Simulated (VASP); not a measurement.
Input of a VASP 6.6.1 run:

Contents of INCAR:

```
SYSTEM = Y
ALGO = Normal
EDIFF = 1E-7
ENCUT = 520
GGA = PE
ISIF = 2
ISMEAR = -1
LASPH = .True.
LCHARG = .False.
LREAL = .False.
LWAVE = .False.
NBANDS = 12
NELM = 100
PREC = Accurate
SIGMA = 0.05
```

File KPOINTS:

```
k-points
0
Gamma
  13 13 13
  0 0 0
```

POSCAR

```
Y
1.0
    0.0000000000      2.5519910612      2.5519910612
    2.5519910612      0.0000000000      2.5519910612
    2.5519910612      2.5519910612      0.0000000000
Y
1
Direct
    0.0000000000      0.0000000000      0.0000000000
```

Potentials or basis: VASP PAW PBE potentials, release 64 (Y_sv).

The run is started by

```bash
$ cat potpaw_PBE.64/Y_sv/POTCAR > POTCAR
$ mpirun -np 1 vasp_std > vasp.out
```

Question: Predict the band gap on the k mesh.

Answer: None (metal or under the smearing width).

Question: Predict the pressure.

Answer: -1.0 GPa.
